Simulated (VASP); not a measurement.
# Zr (P6_3/mmc) in VASP: further runs

The runs below take Zr through equation of state, with PBEsol, PBE.

Program: VASP 6.6.1. These are calculated values, not measurements. Logs are shortened: lines on timing, memory, paths and dates and some standing lists are left out, and cuts for length are marked.

### 1 Starting point

It takes space group P6_3/mmc (No. 194, hexagonal). The conventional cell has a = 3.232 Å, b = 3.232 Å, c = 5.147 Å, α = 90.00°, β = 90.00°, γ = 120.00°. Around Zr (site symmetry -6m2) lie 12 Zr at 3.18 to 3.23 Å.

### 2 Equation of state, PBEsol, 21.88 Å³/atom (volume scaled by 0.94)

Input file INCAR:

```
  ALGO = Normal
  EDIFF = 1E-7
  ENCUT = 520
  GGA = PS
  ISIF = 2
  ISMEAR = -1
  LASPH = True
  LCHARG = False
  LREAL = False
  LWAVE = False
  NBANDS = 19
  NELM = 80
  PREC = Accurate
  SIGMA = 0.05
```

Input file KPOINTS:

```
k-points
0
Gamma
  9 9 5
```

Input file POSCAR:

```
Zr
1.0
    3.1660223034      0.0000000000      0.0000000000
   -1.5830111517      2.7418557436      0.0000000000
    0.0000000000      0.0000000000      5.0419297016
Zr
2
Direct
    0.6666666667      0.3333333333      0.7500000000
    0.3333333333      0.6666666667      0.2500000000
```

Potentials or basis: VASP PAW PBE potentials, release 64 (Zr_sv).

Started as:

```sh
$ cat potpaw_PBE.64/Zr_sv/POTCAR > POTCAR
$ mpirun -np 1 vasp_std > vasp.out
```

OUTCAR:

```text
EDIFF = 1E-7
   ENCUT = 520
   GGA = PS
   ISIF = 2
   ISMEAR = -1
   LASPH = True
   LREAL = False
   NELM = 80
   PREC = Accurate

 Found     36 irreducible k-points:

 Following reciprocal coordinates:
            Coordinates               Weight
  0.000000  0.000000  0.000000      1.000000
  0.111111  0.000000  0.000000      6.000000
  0.222222 -0.000000  0.000000      6.000000
  0.333333  0.000000  0.000000      6.000000
  0.444444 -0.000000  0.000000      6.000000
  0.111111  0.111111  0.000000      6.000000
   k-points           NKPTS =     36   k-points in BZ     NKDIM =     36   number of bands    NBANDS=     19
   number of dos      NEDOS =    301   number of ions     NIONS =      2
   total plane-waves  NPLWV =  23040
   dimension x,y,z NGX =    24 NGY =   24 NGZ =   40
   dimension x,y,z NGXF=    48 NGYF=   48 NGZF=   80
   ions per type =               2
   NGX,Y,Z   is equivalent  to a cutoff of  12.60, 12.60, 13.19 a.u.
   NGXF,Y,Z  is equivalent  to a cutoff of  25.20, 25.20, 26.38 a.u.
 SYSTEM =  unknown system
   PREC   = accura    normal or accurate (medium, high low for compatibility)
   ISTART =      0    job   : 0-new  1-cont  2-samecut
   ICHARG =      2    charge: 1-file 2-atom 10-const
   ISPIN  =      1    spin polarized calculation?
   LNONCOLLINEAR =      F non collinear calculations
   LSORBIT =      F    spin-orbit coupling
   LASPH  =      T    aspherical Exc in radial PAW
   ENCUT  =  520.0 eV  38.22 Ry    6.18 a.u.   5.89  5.89  9.37*2*pi/ulx,y,z
   NELM   =     80;   NELMIN=  2; NELMDL= -5     # of ELM steps
   EDIFF  = 0.1E-06   stopping-criterion for ELM
   LREAL  =      F    real-space projection
   EDIFFG = 0.1E-05   stopping-criterion for IOM
   NSW    =      0    number of steps for IOM
   IBRION =     -1    ionic relax: 0-MD 1-quasi-New 2-CG
[... 8 lines left out ...]
   EMIN   =  10.00;   EMAX   =-10.00  energy-range for DOS
   EFERMI =   0.00;   METHOD = LEGACY
   ISMEAR =    -1;   SIGMA  =   0.05  broadening in eV -4-tet -1-fermi 0-gaus
   EFERMI_NEDOS =   21; number of points for ismear=-14 and -15
   IALGO  =     38    algorithm
   IMIX   =      4    mixing-type and parameters
     AMIX     =   0.40;   BMIX     =  1.00
     AMIX_MAG =   1.60;   BMIX_MAG =  1.00
  volume/ion in A,a.u.               =      21.88       147.68
  Fermi-wavevector in a.u.,A,eV,Ry     =   1.339965  2.532167 24.429345  1.795506
  Thomas-Fermi vector in A             =   2.468315
   LORBIT       =      0    0 simple, 1 ext, 2 COOP (PROOUT), +10 PAW based schemes
   GGA     = PS    functional components
   LHFCALC =     F    Hartree Fock is set to
   AEXX    =    0.0000 exact exchange contribution
   IVDW    =     0    specifies the selected vdW correction
   LEPSILON=     F    determine dielectric tensor
   LRPA    =     F    only Hartree local field effects (RPA)
 non-spin polarized calculation
  energy-cutoff  :      520.00
  volume of cell :       43.77
 maximum number of plane-waves:      1192
 NGX is ok and might be reduce to    24
   NGX = 11   NGY = 11   NGZ = 19

 number of electron      24.0000000 magnetization

 Free energy of the ion-electron system (eV)
  ---------------------------------------------------
  ext. energy  EPLUGINS =         0.00000000
  ---------------------------------------------------
  free energy    TOTEN  =       -18.16319569 eV

  energy without entropy =      -18.14597319  energy(sigma->0) =      -18.15458444

 E-fermi :   9.5807     XC(G=0): -11.4886

 val. band max:        9.5506527580   @ k =   0.1111   0.0000   0.4000
 cond. band min:       9.5828286744   @ k =   0.2222   0.2222   0.4000
 fundamental gap:      0.0321759165
 Fermi energy:         9.5806915529

 k-point     1 :       0.0000    0.0000    0.0000
  band No.  band energies     occupation
      1     -39.0556      2.00000
      2     -38.8540      2.00000
      3     -17.7278      2.00000
      4     -16.6659      2.00000
      5     -16.6659      2.00000
      6     -16.4940      2.00000
[... 11 lines left out ...]
     18      11.8105      0.00000
     19      14.3092      0.00000

 k-point     2 :       0.1111    0.0000    0.0000
  band No.  band energies     occupation
      1     -39.0376      2.00000
      2     -38.8466      2.00000
      3     -17.6820      2.00000
      4     -16.7677      2.00000
      5     -16.6990      2.00000
      6     -16.5988      2.00000
[... 11 lines left out ...]
     18      11.5119      0.00000
     19      14.5419      0.00000

 k-point     3 :       0.2222   -0.0000    0.0000
  band No.  band energies     occupation
      1     -38.9902      2.00000
      2     -38.8294      2.00000
      3     -17.5556      2.00000
      4     -17.0245      2.00000
      5     -16.8516      2.00000
      6     -16.7779      2.00000
[... 11 lines left out ...]
     18      12.4310      0.00000
     19      14.9256      0.00000

 k-point     4 :       0.3333    0.0000    0.0000
  band No.  band energies     occupation
      1     -38.9310      2.00000
      2     -38.8145      2.00000
      3     -17.3811      2.00000
      4     -17.3131      2.00000
      5     -17.1202      2.00000
      6     -16.8623      2.00000
[... 11 lines left out ...]
     18      13.7479      0.00000
     19      15.1785      0.00000

 k-point     5 :       0.4444   -0.0000    0.0000
  band No.  band energies     occupation
      1     -38.8853      2.00000
      2     -38.8115      2.00000
      3     -17.4984      2.00000
      4     -17.2872      2.00000
      5     -17.2243      2.00000
      6     -16.9152      2.00000
[... 11 lines left out ...]
     18      15.2273      0.00000
     19      15.2827      0.00000

 k-point     6 :       0.1111    0.1111    0.0000
  band No.  band energies     occupation
      1     -39.0049      2.00000
      2     -38.8343      2.00000
      3     -17.5958      2.00000
      4     -16.9169      2.00000
      5     -16.8464      2.00000
      6     -16.6960      2.00000
[... 11 lines left out ...]
     18      12.2680      0.00000
     19      14.7325      0.00000

 [... further k-points ...]

------------------------ aborting loop because EDIFF is reached ----------------------------------------

  FORCE on cell =-STRESS in cart. coord.  units (eV):
  Direction    XX          YY          ZZ          XY          YZ          ZX
  --------------------------------------------------------------------------------------
  -------------------------------------------------------------------------------------
  Total        0.6532557      0.6532557      1.0500418      0.0000000      0.0000000      0.0000000
  in kB       23.9132410     23.9132410     38.4380921      0.0000000      0.0000000      0.0000000
  external PRESSURE =      28.7548580 kB  Pullay stress =       0.0000000 kB

 VOLUME and BASIS-vectors are now :
 -----------------------------------------------------------------------------
  energy-cutoff  :      520.00
  volume of cell :       43.77
      direct lattice vectors                 reciprocal lattice vectors
     3.166022303  0.000000000  0.000000000     0.315853745  0.182358244  0.000000000
    -1.583011152  2.741855744  0.000000000     0.000000000  0.364716489  0.000000000
     0.000000000  0.000000000  5.041929702     0.000000000  0.000000000  0.198336760

 POSITION                                       TOTAL-FORCE (eV/Angst)
 -----------------------------------------------------------------------------------
      1.58301      0.91395      3.78145         0.000000      0.000000      0.000000
     -0.00000      1.82790      1.26048        -0.000000     -0.000000      0.000000
 -----------------------------------------------------------------------------------
    total drift:                               -0.000000      0.000000     -0.000000

  FREE ENERGIE OF THE ION-ELECTRON SYSTEM (eV)
  ---------------------------------------------------
  free  energy   TOTEN  =       -18.1631956917 eV

  energy  without entropy=      -18.1459731910  energy(sigma->0) =      -18.15458444
```

It took 34 s on 1 thread of Intel Xeon Platinum 8375C at 2.90GHz (Ice Lake), shared host; peak memory 0.17 GiB.

Results:

| Quantity | Value |
| --- | --- |
| Free energy | -18.1632 eV |
| Pressure | 2.9 GPa |
| Band gap on the k mesh | none (metal or under the smearing width) |

Caveat: the PAW data sets were made with another functional, which shifts forces and pressure a little.

### 3 Equation of state, PBEsol, 22.35 Å³/atom (volume scaled by 0.96)

INCAR is that of step 2.

KPOINTS is that of step 2.

Input file POSCAR:

```
Zr
1.0
    3.1883189697      0.0000000000      0.0000000000
   -1.5941594848      2.7611652231      0.0000000000
    0.0000000000      0.0000000000      5.0774374186
Zr
2
Direct
    0.6666666667      0.3333333333      0.7500000000
    0.3333333333      0.6666666667      0.2500000000
```

Potentials or basis: VASP PAW PBE potentials, release 64 (Zr_sv).

Started as:

```sh
$ cat potpaw_PBE.64/Zr_sv/POTCAR > POTCAR
$ mpirun -np 1 vasp_std > vasp.out
```

Run time: 36 s. Hardware: 1 thread of Intel Xeon Platinum 8375C at 2.90GHz (Ice Lake), shared host; peak memory 0.16 GiB.

It converged, with:

| Quantity | Value |
| --- | --- |
| Free energy | -18.1738 eV |
| Pressure | 0.7 GPa |
| Band gap on the k mesh | none (metal or under the smearing width) |

Caveat: the PAW data sets were made with another functional, which shifts forces and pressure a little.

### 4 Equation of state, PBEsol, 22.82 Å³/atom (volume scaled by 0.98)

INCAR is that of step 3.

KPOINTS is that of step 3.

Input file POSCAR:

```
Zr
1.0
    3.2103080712      0.0000000000      0.0000000000
   -1.6051540356      2.7802083436      0.0000000000
    0.0000000000      0.0000000000      5.1124553350
Zr
2
Direct
    0.6666666667      0.3333333333      0.7500000000
    0.3333333333      0.6666666667      0.2500000000
```

Started as:

```sh
$ cat potpaw_PBE.64/Zr_sv/POTCAR > POTCAR
$ mpirun -np 1 vasp_std > vasp.out
```

Run time: 29 s. Hardware: 1 thread of Intel Xeon Platinum 8375C at 2.90GHz (Ice Lake), shared host; peak memory 0.17 GiB.

It converged, with:

- Free energy: -18.1721 eV
- Pressure: -1.4 GPa
- Band gap on the k mesh: none (metal or under the smearing width)

Caveat: the PAW data sets were made with another functional, which shifts forces and pressure a little.

(Part 1 of 2 ends here.)
